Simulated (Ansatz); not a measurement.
LiCl in the rocksalt structure at its r2SCAN geometry, run in the plane-wave code Ansatz at 2 levels of theory. No spin polarisation and no zero-point or thermal motion.

The r2SCAN input:
```yaml
crystal:
  lattice:
    - [0.0, 2.5560369889, 2.5560369889]
    - [2.5560369889, 0.0, 2.5560369889]
    - [2.5560369889, 2.5560369889, 0.0]
  atoms:
    - { symbol: Li, position: [0.0, 0.0, 0.0] }
    - { symbol: Cl, position: [0.5, 0.5, 0.5] }
kpoints:
  mp_grid: { grid: [8, 8, 8] }
  band_path:
    path:
      - [0.0, 0.0, 0.0]
      - [0.5, 0.0, 0.5]
      - [0.625, 0.25, 0.625]
      - [0.375, 0.375, 0.75]
      - [0.5, 0.5, 0.5]
      - [0.5, 0.25, 0.75]
      - [-0.072917, 0.0, 0.072917]
    npoints: 1
hamiltonian:
  xc: r2scan
scf:
  occupations: { method: fixed }
  n_extra_bands: 4
output:
  forces: true
  stress: true
  eigenvalues: true
```

Main results, then, where recorded, the levels near the gap in eV from the Fermi energy (columns number the bands from 0), one row a point of the path (Γ, X, U, K, L, W, K–Γ (0.81)):
```
Crystal: 2 atoms, lattice volume = 33.399 Å³
Symmetry: 48 space group operations
Space group: Fm-3m (ITA 225)
```
```
Basis set: ecut = 500 eV, 869 PW (Γ)
k-points: 29 of 512
SCF converged after 6 iterations
Free energy (F): -1292.793146 eV
Fermi energy:    1.415905 eV
--- Stress (GPa, compression-positive) ---
        0.008641       0.000000       0.000000
        0.000000       0.008641       0.000000
        0.000000       0.000000       0.008641
  P = ⅓ Tr σ = 0.0086 GPa (0.086 kbar)
```
```tsv
band_1	band_2	band_3	band_4	band_5	band_6	band_7
-14.023	0.000	0.000	0.000	7.291	12.512	12.512
-13.162	-2.977	-1.140	-1.140	8.624	8.853	13.675
-13.191	-2.551	-1.837	-0.861	8.808	10.690	12.437
-13.191	-2.551	-1.837	-0.861	8.808	10.690	12.437
-13.419	-2.906	-0.279	-0.279	7.541	10.253	10.253
-13.170	-2.181	-2.181	-1.101	10.341	11.068	11.223
-13.950	-0.439	-0.139	0.001	7.743	11.818	12.505
```

The r2SCAN gap is indirect, 7.290 eV (K–Γ (0.81 of the way from K) to Γ), below the direct gap of 7.291 eV at Γ. Least and direct gap differ so little that the kind isn't settled.

Question: Another run on the same cell gave
```
Basis set: ecut = 420 eV, 645 PW (Γ)
k-points: 16 of 216
hybrid outer 1: dexx = +1.215e-3 eV, tail = 4.47e-6 eV
hybrid outer 2: dexx = +1.030e-7 eV, tail = 1.55e-8 eV, Δε = 8.13e-4 eV
hybrid SCF converged: 2 outer / 8 inner (+2 warm-up)
Free energy (F): -1288.689567 eV
Fermi energy:    0.834513 eV
--- Stress (GPa, compression-positive) ---
        0.069947       0.000000       0.000000
        0.000000       0.069947       0.000000
        0.000000       0.000000       0.069947
  P = ⅓ Tr σ = 0.0699 GPa (0.699 kbar)
```
```tsv
band_1	band_2	band_3	band_4	band_5	band_6	band_7
-14.697	0.000	0.000	0.000	7.787	13.377	13.377
-13.786	-3.160	-1.207	-1.207	9.284	9.582	14.243
-13.817	-2.705	-1.946	-0.907	9.477	11.419	13.107
-13.817	-2.705	-1.946	-0.907	9.477	11.419	13.107
-14.059	-3.091	-0.288	-0.288	8.132	10.969	10.969
-13.795	-2.311	-2.311	-1.161	11.048	11.708	11.949
-14.620	-0.465	-0.146	0.002	8.254	12.612	13.308
```
Which level of theory gave it?

Answer: It is HSE06, judged by the exchange loop and the size of the gap (a near hybrid could fit too), on 6×6×6; the blocks that differ from the first input, but for the band path:
```yaml
kpoints:
  mp_grid: { grid: [6, 6, 6] }
hamiltonian:
  xc: hse06
```
With HSE06 the valence top lies at K–Γ (0.81 of the way from K) and the conduction bottom at Γ, 7.785 eV higher; the smallest vertical gap, at Γ, is 7.787 eV. Least and direct gap differ so little that the kind isn't settled. The mean stress, +0.1 GPa, is small, and the program warns that its thresholds are loose for a hybrid's stress.

Small level splittings and stresses of the hybrids carry the error of their coarser meshes.

Totals of different functionals can't be compared.
